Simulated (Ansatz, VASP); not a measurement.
# One calculation of SnO, two programs

The input POSCAR:

```
SnO
1.0
    0.0000000000      2.5369732568      2.5369732568
    2.4679675843      0.0000000000      2.5369732568
    2.4679675843      2.5369732568      0.0000000000
Sn O
1 1
Direct
    0.0000000000      0.0000000000      0.0000000000
    0.5000000000      0.5000000000      0.5000000000
```

Contents of INCAR.step1:

```
ALGO = Normal
EDIFF = 1E-4
ENCUT = 520
GGA = PE
ISMEAR = -1
LASPH = True
LCHARG = False
LREAL = False
LWAVE = True
NBANDS = 17
NELM = 80
PREC = Accurate
SIGMA = 0.02
```

Contents of INCAR.step2:

```
ALGO = Normal
EDIFF = 1E-6
ENCUT = 520
ISIF = 2
ISMEAR = -1
ISTART = 1
LASPH = True
LCHARG = True
LELF = True
LMIXTAU = True
LREAL = False
LVHAR = True
LWAVE = False
METAGGA = R2SCAN
NBANDS = 17
NELM = 80
PREC = Accurate
SIGMA = 0.02
```

File KPOINTS:

```
k-points
0
Gamma
  8 8 8
```

Input for Ansatz:

```yaml
crystal:
  lattice:
    - [0.0, 2.5369732568, 2.5369732568]
    - [2.4679675843, 0.0, 2.5369732568]
    - [2.4679675843, 2.5369732568, 0.0]
  atoms:
    - { symbol: Sn, position: [0.0, 0.0, 0.0] }
    - { symbol: O, position: [0.5, 0.5, 0.5] }
kpoints:
  mp_grid: { grid: [8, 8, 8] }
  band_path:
    path:
      - [0.0, 0.0, 0.0]
      - [0.5, 0.0, 0.5]
      - [0.625, 0.25, 0.625]
      - [0.375, 0.375, 0.75]
      - [0.5, 0.5, 0.5]
      - [0.5, 0.25, 0.75]
      - [0.5, 0.425, 0.575]
      - [0.156169, 0.140544, -0.432454]
      - [-0.070964, 0.09139, -0.489339]
    npoints: 1
hamiltonian:
  xc: r2scan
scf:
  occupations: { method: fermi_dirac, width: 0.02 }
  n_extra_bands: 4
output:
  forces: true
  stress: true
  eigenvalues: true
```

Change from the starting cell: uniaxial_x strain -2.7%.

Alike in both runs: task single point; functional r2SCAN; k mesh 8 × 8 × 8; occupations fermi-dirac, width 0.02 eV; no spin polarisation.

|  | VASP | Ansatz |
| --- | --- | --- |
| version | VASP 6.6.1 | Ansatz 0.2.0 |
| potentials or method | VASP PAW PBE potentials, release 64 (Sn_d, O) | plane waves, PAW |
| plane-wave cutoff (eV) | 520 | 500 |
| valence electrons in the cell | 20 | 20 |

```csv
,VASP,Ansatz,Ansatz less VASP
gap on the k mesh at the Fermi level (eV),0.95,0.95,+0.003
pressure (GPa),3.3,3.1,-0.21
largest component of the traceless stress (GPa),1.86,1.77,-0.087
```

With one functional, cell and mesh, what is left measures potentials, basis and numerics.

Caveats: the PAW data sets were made with another functional, which shifts forces and pressure a little (VASP); spin-orbit coupling is left out, which moves the levels of the heavy elements. A k mesh can miss the band edges.
